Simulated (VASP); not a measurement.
# Mo, relaxation of the cell: which settings are enough?

Mo, Im-3m (no. 229), 1 atom in the cell. PBE; PAW potentials Mo_sv (PBE set). VASP 6.6.1. The cell is changed on purpose: volume scaled by 1.1.

Wanted: cell volume within 1 %; lattice lengths within 0.4 %; shortest distances from each atom, periodic images included within 0.02 Å.

What the run is for: cell; Accuracy asked: screening.

The series start from Plane-wave cutoff (eV): 370; Smearing width (eV): 0.03; k-point mesh: 13 × 13 × 13; Relaxation passes: 2; Ionic threshold (EDIFFG): -0.005; Electronic threshold (eV): 1e-6; Precision mode (PREC): Accurate; Relaxation algorithm: IBRION=2 POTIM=0.5. Each series keeps the choices made before it, and each single choice may use up half of a tolerance. Times cover all steps of a run.

## Plane-wave cutoff (eV)

| Plane-wave cutoff (eV) | Cell volume (Å³) | Lattice lengths, largest deviation against the largest value | Shortest distances from each atom, periodic images included, largest deviation (Å) | Time (s) |
|---|---|---|---|---|
| 240 | 15.32 | 1 % | 0.028 | 26 |
| 280 | 15.78 | 0.037 % | 0.001 | 26 |
| 320 | 15.74 | 0.13 % | 0.004 | 38 |
| 370 | 15.71 | 0.18 % | 0.005 | 46 |
| 430 | 15.78 | 0.048 % | 0.001 | 51 |
| 510 | 15.8 | 0.0077 % | 0.000 | 56 |
| 640 (reference) | 15.8 | 0 % | 0.000 | 56 |

Chosen: 430, the loosest value from which every tighter one stays within half of the tolerance.

## Smearing width (eV)

| Smearing width (eV) | Cell volume (Å³) | Lattice lengths, largest deviation against the largest value | Shortest distances from each atom, periodic images included, largest deviation (Å) | Time (s) |
|---|---|---|---|---|
| 0.15 | 15.8 | 0.043 % | 0.001 | 54 |
| 0.1 | 15.79 | 0.028 % | 0.001 | 52 |
| 0.07 | 15.78 | 0.02 % | 0.001 | 52 |
| 0.05 | 15.78 | 0.012 % | 0.000 | 60 |
| 0.03 | 15.78 | 0.004 % | 0.000 | 51 |
| 0.02 (reference) | 15.78 | 0 % | 0.000 | 58 |

Chosen: 0.15.

## k-point mesh

| k-point mesh | Cell volume (Å³) | Lattice lengths, largest deviation against the largest value | Shortest distances from each atom, periodic images included, largest deviation (Å) | Time (s) |
|---|---|---|---|---|
| 5 × 5 × 5 | 15.68 | 0.26 % | 0.007 | 19 |
| 7 × 7 × 7 | 15.83 | 0.066 % | 0.002 | 26 |
| 8 × 8 × 8 | 15.82 | 0.044 % | 0.001 | 28 |
| 10 × 10 × 10 | 15.8 | 0.0062 % | 0.000 | 34 |
| 13 × 13 × 13 | 15.8 | 0.0073 % | 0.000 | 54 |
| 16 × 16 × 16 (reference) | 15.8 | 0 % | 0.000 | 82 |

Chosen: 7 × 7 × 7.

## Relaxation passes

| Relaxation passes | Cell volume (Å³) | Lattice lengths, largest deviation against the largest value | Shortest distances from each atom, periodic images included, largest deviation (Å) | Time (s) |
|---|---|---|---|---|
| 1 | 15.85 | 0.041 % | 0.001 | 16 |
| 2 | 15.83 | 0 % | 0.000 | 26 |
| 3 (reference) | 15.83 | 0 % | 0.000 | 28 |

Chosen: 1.

## Ionic threshold (EDIFFG)

| Ionic threshold (EDIFFG) | Cell volume (Å³) | Lattice lengths, largest deviation against the largest value | Shortest distances from each atom, periodic images included, largest deviation (Å) | Time (s) |
|---|---|---|---|---|
| -0.05 | 15.85 | 0 % | 0.000 | 16 |
| -0.02 | 15.85 | 0 % | 0.000 | 15 |
| -0.01 | 15.85 | 0 % | 0.000 | 15 |
| -0.005 | 15.85 | 0 % | 0.000 | 16 |
| -0.002 (reference) | 15.85 | 0 % | 0.000 | 16 |

Chosen: -0.05.

## Electronic threshold (eV)

| Electronic threshold (eV) | Cell volume (Å³) | Lattice lengths, largest deviation against the largest value | Shortest distances from each atom, periodic images included, largest deviation (Å) | Time (s) |
|---|---|---|---|---|
| 0.0001 | 15.8 | 0.096 % | 0.003 | 15 |
| 1e-5 | 15.85 | 0.00036 % | 0.000 | 16 |
| 1e-6 | 15.85 | 0.0011 % | 0.000 | 16 |
| 1e-7 (reference) | 15.85 | 0 % | 0.000 | 18 |

Chosen: 0.0001.

## Precision mode (PREC)

| Precision mode (PREC) | Cell volume (Å³) | Lattice lengths, largest deviation against the largest value | Shortest distances from each atom, periodic images included, largest deviation (Å) | Time (s) |
|---|---|---|---|---|
| Normal | 15.8 | 0.00073 % | 0.000 | 9.7 |
| Accurate (reference) | 15.8 | 0 % | 0.000 | 15 |

Chosen: Normal.

## Relaxation algorithm

| Relaxation algorithm | Cell volume (Å³) | Lattice lengths, largest deviation against the largest value | Shortest distances from each atom, periodic images included, largest deviation (Å) | Time (s) |
|---|---|---|---|---|
| IBRION=2 POTIM=0.5 | 15.8 | 0 % | 0.000 | 9.7 |
| IBRION=2 POTIM=0.2 | 15.86 | 0.11 % | 0.003 | 8.2 |
| IBRION=1 POTIM=0.5 | 15.85 | 0.088 % | 0.002 | 10 |
| IBRION=1 POTIM=0.2 | 15.86 | 0.11 % | 0.003 | 9.3 |

Chosen: IBRION=2 POTIM=0.2; it saves 1.5 s of 9.7, so IBRION=2 POTIM=0.5 would do nearly as well.

## All choices together

| Input | Cell volume (Å³) | Lattice lengths, largest deviation against the largest value | Shortest distances from each atom, periodic images included, largest deviation (Å) | Time (s) |
|---|---|---|---|---|
| the program's defaults (naive) | 15.39 | 0.88 % | 0.024 | 9.1 |
| chosen settings | 15.86 | 0.11 % | 0.003 | 8.2 |
| reference settings throughout | 15.8 | 0 % | 0.000 | 119 |

The tolerance is met.

Values of the reference run: Lattice lengths: 2.738, 2.738, 2.738 Å; Shortest distances from each atom, periodic images included: 2.738, 2.738, 2.738, 2.738 Å.

## The input

INCAR.step1:
```
GGA = PE
ISMEAR = -1
SIGMA = 0.15
LWAVE = F
LCHARG = F
NSW = 80
PREC = Normal
LASPH = T
LREAL = F
ALGO = Normal
EDIFF = 1E-4
NELM = 120
GGA_COMPAT = F
IBRION = 2
ISIF = 3
EDIFFG = -0.05
NELMIN = 4
ENCUT = 430
POTIM = 0.2
```

INCAR.step2, as INCAR.step1 but for:
```
- NSW = 80
- IBRION = 2
- ISIF = 3
- EDIFFG = -0.05
- NELMIN = 4
- POTIM = 0.2
+ ISIF = 2
```

KPOINTS:
```
Automatic mesh
0
Gamma
  7 7 7
  0 0 0
```

POSCAR.step1:
```
Mo
1.0
   -1.6349345084      1.6349345084      1.6349345084
    1.6349345084     -1.6349345084      1.6349345084
    1.6349345084      1.6349345084     -1.6349345084
Mo
1
Direct
    0.0000000000      0.0000000000      0.0000000000
```

Commands (each step's output is kept before the next begins):
```
cat potpaw_PBE.64/Mo_sv/POTCAR > POTCAR
cp INCAR.step1 INCAR
cp POSCAR.step1 POSCAR
mpirun -np 1 vasp_std > vasp.out
cp CONTCAR POSCAR
cp INCAR.step2 INCAR
mpirun -np 1 vasp_std > vasp.out
```

The chosen input took VASP 6.6.1 8.2 s on 1 core (Intel Xeon Platinum 8375C @ 2.90GHz (Ice Lake)), a shared host.

## An input that fails: ionic step far too long

VASP's message: Orbital orthonormalization failed in the inversion of matrix LAPACK: Routine ZPOTRF failed! kpoint: 1 spin: 1 Possible solutions for this issue are: - Please check whether the atoms are too close to each other. - Decreasing POTIM might help during relaxations or MDs. - Deleting CHGCAR or WAVECAR if incompatible with the structure. - Try calculating without symmetrizing (ISYM = 0 or ISYM = -1). ….

Changes against the starting input:
```
(all steps)
- NSW = 80
- NELM = 120
- IBRION = 2
- POTIM = 0.5
+ NSW = 30
+ NELM = 89
+ IBRION = 1
+ POTIM = 3.0
```
